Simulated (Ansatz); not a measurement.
Cd under changes of volume

One of the cells (21.585 Å³/atom); the others are scaled copies at fixed shape and fractional positions:

```xyz
2
Lattice="2.9789 0.0000 0.0000 -1.4894 2.5798 0.0000 0.0000 0.0000 5.6177" Properties=species:S:1:pos:R:3 pbc="T T T"
Cd    1.4894    0.8599    4.2132
Cd    0.0000    1.7199    1.4044
```

```yaml
Program: Ansatz 0.2.0
Functional: PBE
Potentials_or_basis: Ansatz PAW
Cutoff: "420 eV (not typed: the program's choice for these potentials)"
k_mesh: 10 × 10 × 5
Occupations: fermi-dirac, width 0.05 eV
Spin: no spin polarisation
```

```csv
volume (Å³/atom),energy over the lowest point (meV/atom),pressure (GPa)
20.290,?,?
20.722,32.68,5.7
21.154,19.32,4.2
21.585,9.81,2.9
22.017,3.68,1.7
22.449,0.53,0.7
22.880,0.00,-0.2
```

Question: What does the run at 20.290 Å³/atom give?

Answer: Energy over the lowest point 50.42 meV/atom; pressure 7.4 GPa.

Worked out: A Birch-Murnaghan fit of order 3 (a polynomial in V^(-2/3)) to the other rows has its minimum at 22.76 Å³/atom with B0 = V·E''(V) = 47 GPa and B' = 5.8 at fixed shape and positions, which overstates the stiffness. It gives 50.42 meV/atom at 20.290 Å³/atom, against the run's 50.42, and -dE/dV = 7.5 GPa, against 7.4.

Energies are extrapolated to zero smearing.
